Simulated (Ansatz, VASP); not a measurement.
## ZnO (zincite) in VASP and in Ansatz

```xyz
4
Lattice="3.2493 0.0000 0.0000 -1.6247 2.8140 0.0000 0.0000 0.0000 5.2057" Properties=species:S:1:pos:R:3 pbc="T T T"
Zn    0.0000    1.8760    2.6029
Zn    1.6247    0.9380    0.0000
O     1.6247    0.9380    1.9730
O     0.0000    1.8760    4.5759
```

Alike in both runs: task single point; functional PBE; dispersion D4; k mesh 6 × 6 × 4; no spin polarisation.

|  | VASP | Ansatz |
| --- | --- | --- |
| version | VASP 6.6.1 | Ansatz 0.2.0 |
| potentials or method | VASP PAW PBE potentials, release 64 (Zn, O) | plane waves, PAW |
| plane-wave cutoff (eV) | 520 | 420 |
| occupations | gaussian, width 0.01 eV | fixed |
| valence electrons in the cell | 36 | 36 |

```tsv
	VASP	Ansatz	Ansatz less VASP
gap on the k mesh at the Fermi level (eV)	0.79	0.80	+0.015
dispersion energy (meV/atom)	-238.6	-238.7	-0.11
```

PBE gaps usually lie below the measured ones, often by a third to a half.
